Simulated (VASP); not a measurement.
# Sb (Im-3m) in VASP: notebook

The runs below take Sb through single point, with PBE.

Everything below comes from runs of VASP 6.6.1. Logs are shortened: lines on timing, memory, paths and dates and some standing lists are left out, and cuts for length are marked.

## (1) Starting point

It takes space group Im-3m (No. 229, cubic). Conventional cell: a = 3.743 Å, b = 3.743 Å, c = 3.743 Å, α = 90.00°, β = 90.00°, γ = 90.00°. Sb (site symmetry m-3m) is surrounded by 8 Sb at 3.24 Å.

This isn't the form of Sb at room conditions, which is rhombohedral.

## (2) Single point, PBE

INCAR

```
SYSTEM = Sb
PREC = Low
ENCUT = 550
EDIFF = 1E-6
ISMEAR = 0
SIGMA = 0.05
LREAL = .False.
LASPH = .True.
NELM = 100
ALGO = Normal
ISIF = 2
LWAVE = .False.
LCHARG = .False.
GGA = PE
ADDGRID = .False.
```

KPOINTS

```
Automatic mesh
0
Gamma
  7 7 7
  0 0 0
```

POSCAR

```
Sb
1.0
   -1.8488020000      1.8498240000      1.9110830000
    1.8778730000     -1.8297390000      1.9200690000
    1.8451380000      1.8260750000     -1.8909980000
Sb
1
Direct
   -0.0010080000      0.0132760000      0.0062290000
```

Potentials or basis: VASP PAW PBE potentials, release 64 (Sb).

Launch:

```
$ cat potpaw_PBE.64/Sb/POTCAR > POTCAR
$ mpirun -np 1 vasp_std > vasp.out
```

OUTCAR:

```text
SYSTEM = Sb
   PREC = Low
   ENCUT = 550
   EDIFF = 1E-6
   ISMEAR = 0
   LREAL = .False.
   LASPH = .True.
   NELM = 100
   ISIF = 2
   GGA = PE

 Found    172 irreducible k-points:

 Following reciprocal coordinates:
            Coordinates               Weight
  0.000000  0.000000  0.000000      1.000000
  0.142857  0.000000  0.000000      2.000000
  0.285714  0.000000  0.000000      2.000000
  0.428571  0.000000  0.000000      2.000000
  0.000000  0.142857  0.000000      2.000000
  0.142857  0.142857  0.000000      2.000000
   k-points           NKPTS =    172   k-points in BZ     NKDIM =    172   number of bands    NBANDS=      6
   number of dos      NEDOS =    301   number of ions     NIONS =      1
   total plane-waves  NPLWV =   7200
   dimension x,y,z NGX =    20 NGY =   20 NGZ =   18
   dimension x,y,z NGXF=    20 NGYF=   20 NGZF=   18
   ions per type =               1
   NGX,Y,Z   is equivalent  to a cutoff of  10.26, 10.23,  9.32 a.u.
   NGXF,Y,Z  is equivalent  to a cutoff of  10.26, 10.23,  9.32 a.u.
 SYSTEM =  Sb
   PREC   = low       normal or accurate (medium, high low for compatibility)
   ISTART =      0    job   : 0-new  1-cont  2-samecut
   ICHARG =      2    charge: 1-file 2-atom 10-const
   ISPIN  =      1    spin polarized calculation?
   LNONCOLLINEAR =      F non collinear calculations
   LSORBIT =      F    spin-orbit coupling
   LASPH  =      T    aspherical Exc in radial PAW
   ENCUT  =  550.0 eV  40.42 Ry    6.36 a.u.   6.19  6.21  6.14*2*pi/ulx,y,z
   NELM   =    100;   NELMIN=  2; NELMDL= -5     # of ELM steps
   EDIFF  = 0.1E-05   stopping-criterion for ELM
   LREAL  =      F    real-space projection
   EDIFFG = 0.1E-04   stopping-criterion for IOM
   NSW    =      0    number of steps for IOM
   IBRION =     -1    ionic relax: 0-MD 1-quasi-New 2-CG
   NFREE  =      0    steps in history (QN), initial steepest desc. (CG)
   ISIF   =      2    stress and relaxation
   ISYM   =      2    0-nonsym 1-usesym 2-fastsym
   POTIM  = 0.5000    time-step for ionic-motion
   TEBEG  =    0.0;   TEEND  =   0.0 temperature during run
   PSTRESS=    0.0 pullay stress
   NELECT =       5.0000    total number of electrons
   NUPDOWN=      -1.0000    fix difference up-down
   EMIN   =  10.00;   EMAX   =-10.00  energy-range for DOS
   EFERMI =   0.00;   METHOD = LEGACY
   ISMEAR =     0;   SIGMA  =   0.05  broadening in eV -4-tet -1-fermi 0-gaus
   EFERMI_NEDOS =   21; number of points for ismear=-14 and -15
   IALGO  =     38    algorithm
   IMIX   =      4    mixing-type and parameters
     AMIX     =   0.40;   BMIX     =  1.00
     AMIX_MAG =   1.60;   BMIX_MAG =  1.00
  volume/ion in A,a.u.               =      26.21       176.89
  Fermi-wavevector in a.u.,A,eV,Ry     =   0.942378  1.780837 12.083020  0.888077
  Thomas-Fermi vector in A             =   2.069982
   LORBIT       =      0    0 simple, 1 ext, 2 COOP (PROOUT), +10 PAW based schemes
   GGA     = PE    functional components
   LHFCALC =     F    Hartree Fock is set to
   AEXX    =    0.0000 exact exchange contribution
   IVDW    =     0    specifies the selected vdW correction
   LEPSILON=     F    determine dielectric tensor
   LRPA    =     F    only Hartree local field effects (RPA)
 non-spin polarized calculation
 Gauss-broadening in eV      SIGMA  =   0.05
  energy-cutoff  :      550.00
  volume of cell :       26.21
 maximum number of plane-waves:       779
   NGX = 13   NGY = 13   NGZ = 13

 number of electron       4.9999994 magnetization

 Free energy of the ion-electron system (eV)
  ---------------------------------------------------
  ext. energy  EPLUGINS =         0.00000000
  ---------------------------------------------------
  free energy    TOTEN  =        -3.82273779 eV

  energy without entropy =       -3.82126170  energy(sigma->0) =       -3.82199975

 E-fermi :   8.9366     XC(G=0): -10.3489

 val. band max:        8.9334560838   @ k =  -0.4286   0.2857   0.0000
 cond. band min:       8.9664912019   @ k =   0.2857   0.1429   0.1429
 fundamental gap:      0.0330351182
 Fermi energy:         8.9365640213

 k-point     1 :       0.0000    0.0000    0.0000
  band No.  band energies     occupation
      1      -4.2545      2.00000
      2      14.2700      0.00000
      3      14.5362      0.00000
      4      14.6752      0.00000
      5      19.1276      0.00000
      6      19.3580      0.00000

 k-point     2 :       0.1429    0.0000    0.0000
  band No.  band energies     occupation
      1      -3.8245      2.00000
      2      11.5805      0.00000
      3      13.3397      0.00000
      4      14.2246      0.00000
      5      17.6896      0.00000
      6      17.9925      0.00000

 k-point     3 :       0.2857    0.0000    0.0000
  band No.  band energies     occupation
      1      -2.5588      2.00000
      2       7.2931      2.00000
      3      11.7413      0.00000
      4      13.4098      0.00000
      5      16.2259      0.00000
      6      16.6724      0.00000

 k-point     4 :       0.4286    0.0000    0.0000
  band No.  band energies     occupation
      1      -0.6993      2.00000
      2       3.7687      2.00000
      3      10.8092      0.00000
      4      12.8362      0.00000
      5      15.5054      0.00000
      6      16.0058      0.00000

 k-point     5 :       0.0000    0.1429    0.0000
  band No.  band energies     occupation
      1      -3.8330      2.00000
      2      11.4169      0.00000
      3      13.4849      0.00000
      4      14.2927      0.00000
      5      17.7923      0.00000
      6      18.1232      0.00000

 k-point     6 :       0.1429    0.1429    0.0000
  band No.  band energies     occupation
      1      -3.0088      2.00000
      2       9.0310      0.00755
      3      10.8770      0.00000
      4      13.3078      0.00000
      5      17.6053      0.00000
      6      18.1424      0.00000

 [... further k-points ...]

------------------------ aborting loop because EDIFF is reached ----------------------------------------

  FORCE on cell =-STRESS in cart. coord.  units (eV):
  Direction    XX          YY          ZZ          XY          YZ          ZX
  --------------------------------------------------------------------------------------
  -------------------------------------------------------------------------------------
  Total        0.4718664      0.1497848      0.5924916      0.0119894     -0.0248913     -0.0030316
  in kB       28.8410449      9.1550283     36.2138023      0.7328065     -1.5213892     -0.1852972
  external PRESSURE =      24.7366252 kB  Pullay stress =       0.0000000 kB

 VOLUME and BASIS-vectors are now :
 -----------------------------------------------------------------------------
  energy-cutoff  :      550.00
  volume of cell :       26.21
      direct lattice vectors                 reciprocal lattice vectors
    -1.848802000  1.849824000  1.911083000    -0.001760844  0.270622024  0.259612708
     1.877873000 -1.829739000  1.920069000     0.266576263 -0.001149462  0.259001326
     1.845138000  1.826075000 -1.890998000     0.268894891  0.272329269 -0.003468089

 POSITION                                       TOTAL-FORCE (eV/Angst)
 -----------------------------------------------------------------------------------
     -1.81051      1.83504      1.92287        -0.000000      0.000000      0.000000
 -----------------------------------------------------------------------------------
    total drift:                                0.000001     -0.000003      0.000016

  FREE ENERGIE OF THE ION-ELECTRON SYSTEM (eV)
  ---------------------------------------------------
  free  energy   TOTEN  =        -3.8227377948 eV

  energy  without entropy=       -3.8212617037  energy(sigma->0) =       -3.82199975
```

stdout:

```text
POSCAR found type information on POSCAR Sb
 POSCAR found :  1 types and       1 ions
 scaLAPACK will be used
 LDA part: xc-table for (Slater+PW92), standard interpolation
 POSCAR, INCAR and KPOINTS ok, starting setup
 FFT: planning ... GRIDC
 FFT: planning ... GRID_SOFT
 FFT: planning ... GRID
 WAVECAR not read
 entering main loop
```

Wall time 13 s (1 thread of AMD EPYC 7R43 (Zen 3), shared host); peak memory 0.1 GiB.

The run converged, but some of its settings lie outside the range that counts as converged, so its numbers aren't taken as properties of the crystal.

Results:

* Free energy: -3.8227 eV
* Pressure: 2.5 GPa
* Band gap on the k mesh: none (metal or under the smearing width)

## (3) Single point, PBE

INCAR: that of step 2 with these lines changed.

```diff
@@ -1,3 +1,3 @@
 SYSTEM = Sb
-PREC = Low
+PREC = Normal
 ENCUT = 550
```

KPOINTS is that of step 2.

POSCAR

```
Sb
1.0
   -1.8713408863      1.8713408863      1.8713408863
    1.8713408863     -1.8713408863      1.8713408863
    1.8713408863      1.8713408863     -1.8713408863
Sb
1
Direct
    0.0000000000      0.0000000000      0.0000000000
```

Potentials or basis: VASP PAW PBE potentials, release 64 (Sb).

Launch:

```
$ cat potpaw_PBE.64/Sb/POTCAR > POTCAR
$ mpirun -np 1 vasp_std > vasp.out
```

OUTCAR:

```text
SYSTEM = Sb
   PREC = Normal
   ENCUT = 550
   EDIFF = 1E-6
   ISMEAR = 0
   LREAL = .False.
   LASPH = .True.
   NELM = 100
   ISIF = 2
   GGA = PE

 Found     20 irreducible k-points:

 Following reciprocal coordinates:
            Coordinates               Weight
  0.000000  0.000000  0.000000      1.000000
  0.142857  0.000000  0.000000     12.000000
  0.285714  0.000000  0.000000     12.000000
  0.428571  0.000000  0.000000     12.000000
  0.142857  0.142857  0.000000     24.000000
  0.285714  0.142857  0.000000     48.000000
   k-points           NKPTS =     20   k-points in BZ     NKDIM =     20   number of bands    NBANDS=      6
   number of dos      NEDOS =    301   number of ions     NIONS =      1
   total plane-waves  NPLWV =   8000
   dimension x,y,z NGX =    20 NGY =   20 NGZ =   20
   dimension x,y,z NGXF=    40 NGYF=   40 NGZF=   40
   ions per type =               1
   NGX,Y,Z   is equivalent  to a cutoff of  10.26, 10.26, 10.26 a.u.
   NGXF,Y,Z  is equivalent  to a cutoff of  20.52, 20.52, 20.52 a.u.
 SYSTEM =  Sb
   PREC   = normal    normal or accurate (medium, high low for compatibility)
   ISTART =      0    job   : 0-new  1-cont  2-samecut
   ICHARG =      2    charge: 1-file 2-atom 10-const
   ISPIN  =      1    spin polarized calculation?
   LNONCOLLINEAR =      F non collinear calculations
   LSORBIT =      F    spin-orbit coupling
   LASPH  =      T    aspherical Exc in radial PAW
   ENCUT  =  550.0 eV  40.42 Ry    6.36 a.u.   6.20  6.20  6.20*2*pi/ulx,y,z
   NELM   =    100;   NELMIN=  2; NELMDL= -5     # of ELM steps
   EDIFF  = 0.1E-05   stopping-criterion for ELM
   LREAL  =      F    real-space projection
   EDIFFG = 0.1E-04   stopping-criterion for IOM
   NSW    =      0    number of steps for IOM
   IBRION =     -1    ionic relax: 0-MD 1-quasi-New 2-CG
   NFREE  =      0    steps in history (QN), initial steepest desc. (CG)
   ISIF   =      2    stress and relaxation
   ISYM   =      2    0-nonsym 1-usesym 2-fastsym
   POTIM  = 0.5000    time-step for ionic-motion
   TEBEG  =    0.0;   TEEND  =   0.0 temperature during run
   PSTRESS=    0.0 pullay stress
   NELECT =       5.0000    total number of electrons
   NUPDOWN=      -1.0000    fix difference up-down
   EMIN   =  10.00;   EMAX   =-10.00  energy-range for DOS
   EFERMI =   0.00;   METHOD = LEGACY
   ISMEAR =     0;   SIGMA  =   0.05  broadening in eV -4-tet -1-fermi 0-gaus
   EFERMI_NEDOS =   21; number of points for ismear=-14 and -15
   IALGO  =     38    algorithm
   IMIX   =      4    mixing-type and parameters
     AMIX     =   0.40;   BMIX     =  1.00
     AMIX_MAG =   1.60;   BMIX_MAG =  1.00
  volume/ion in A,a.u.               =      26.21       176.89
  Fermi-wavevector in a.u.,A,eV,Ry     =   0.942378  1.780837 12.083018  0.888077
  Thomas-Fermi vector in A             =   2.069982
   LORBIT       =      0    0 simple, 1 ext, 2 COOP (PROOUT), +10 PAW based schemes
   GGA     = PE    functional components
   LHFCALC =     F    Hartree Fock is set to
   AEXX    =    0.0000 exact exchange contribution
   IVDW    =     0    specifies the selected vdW correction
   LEPSILON=     F    determine dielectric tensor
   LRPA    =     F    only Hartree local field effects (RPA)
 non-spin polarized calculation
 Gauss-broadening in eV      SIGMA  =   0.05
  energy-cutoff  :      550.00
  volume of cell :       26.21
 maximum number of plane-waves:       772
   NGX = 13   NGY = 13   NGZ = 13

 number of electron       5.0000002 magnetization

 Free energy of the ion-electron system (eV)
  ---------------------------------------------------
  ext. energy  EPLUGINS =         0.00000000
  ---------------------------------------------------
  free energy    TOTEN  =        -3.81874846 eV

  energy without entropy =       -3.81715106  energy(sigma->0) =       -3.81794976

 E-fermi :   8.9285     XC(G=0): -10.3513

 val. band max:        8.8871796794   @ k =   0.2857   0.1429   0.1429
 cond. band min:       8.9835556472   @ k =  -0.4286   0.4286   0.2857
 fundamental gap:      0.0963759678
 Fermi energy:         8.9284853912

 k-point     1 :       0.0000    0.0000    0.0000
  band No.  band energies     occupation
      1      -4.2568      2.00000
      2      14.4973      0.00000
      3      14.4973      0.00000
      4      14.4973      0.00000
      5      19.4437      0.00000
      6      19.4437      0.00000

 k-point     2 :       0.1429    0.0000    0.0000
  band No.  band energies     occupation
      1      -3.8191      2.00000
      2      11.7220      0.00000
      3      13.3041      0.00000
      4      14.1204      0.00000
      5      17.6822      0.00000
      6      17.8642      0.00000
[... 28 lines left out ...]
 k-point     6 :       0.2857    0.1429    0.0000
  band No.  band energies     occupation
      1      -1.3066      2.00000
      2       5.6465      2.00000
      3       9.1613      0.00000
      4      12.0042      0.00000
      5      16.5724      0.00000
      6      18.4224      0.00000

 [... further k-points ...]

------------------------ aborting loop because EDIFF is reached ----------------------------------------

  FORCE on cell =-STRESS in cart. coord.  units (eV):
  Direction    XX          YY          ZZ          XY          YZ          ZX
  --------------------------------------------------------------------------------------
  -------------------------------------------------------------------------------------
  Total        0.2765404      0.2765404      0.2765404     -0.0000000      0.0000000     -0.0000000
  in kB       16.9024840     16.9024840     16.9024840     -0.0000000      0.0000000     -0.0000000
  external PRESSURE =      16.9024840 kB  Pullay stress =       0.0000000 kB

 VOLUME and BASIS-vectors are now :
 -----------------------------------------------------------------------------
  energy-cutoff  :      550.00
  volume of cell :       26.21
      direct lattice vectors                 reciprocal lattice vectors
    -1.871340886  1.871340886  1.871340886     0.000000000  0.267188092  0.267188092
     1.871340886 -1.871340886  1.871340886     0.267188092  0.000000000  0.267188092
     1.871340886  1.871340886 -1.871340886     0.267188092  0.267188092  0.000000000

 POSITION                                       TOTAL-FORCE (eV/Angst)
 -----------------------------------------------------------------------------------
      0.00000      0.00000      0.00000        -0.000000      0.000000     -0.000000
 -----------------------------------------------------------------------------------
    total drift:                               -0.000000     -0.000000      0.000000

  FREE ENERGIE OF THE ION-ELECTRON SYSTEM (eV)
  ---------------------------------------------------
  free  energy   TOTEN  =        -3.8187484551 eV

  energy  without entropy=       -3.8171510634  energy(sigma->0) =       -3.81794976
```

OSZICAR:

```text
N       E                     dE             d eps       ncg     rms          rms(c)
DAV:   1     0.966295225295E+01    0.96630E+01   -0.17778E+03   240   0.594E+02
DAV:   2    -0.361132733112E+01   -0.13274E+02   -0.13123E+02   348   0.812E+01
DAV:   3    -0.382201604801E+01   -0.21069E+00   -0.19781E+00   276   0.108E+01
DAV:   4    -0.382282012996E+01   -0.80408E-03   -0.80408E-03   330   0.901E-01
DAV:   5    -0.382282274846E+01   -0.26185E-05   -0.26197E-05   294   0.351E-02    0.183E+00
DAV:   6    -0.382011290580E+01    0.27098E-02   -0.20644E-03   246   0.317E-01    0.104E+00
DAV:   7    -0.381872859007E+01    0.13843E-02   -0.43700E-03   252   0.457E-01    0.615E-02
DAV:   8    -0.381874787901E+01   -0.19289E-04   -0.60284E-05   318   0.763E-02    0.566E-03
DAV:   9    -0.381874845505E+01   -0.57604E-06   -0.82001E-07   252   0.901E-03
   1 F= -.38187485E+01 E0= -.38179498E+01  d E =-.159739E-02
```

Run time: 4 s. Hardware: 1 thread of AMD EPYC 7R43 (Zen 3), shared host; peak memory 0.09 GiB.

The run converged, but some of its settings lie outside the range that counts as converged, so its numbers aren't taken as properties of the crystal.

What came out:

```
Free energy            : -3.8187 eV
Pressure               : 1.7 GPa
Band gap on the k mesh : none (metal or under the smearing width)
```

(Continued in part 2 of 2.)
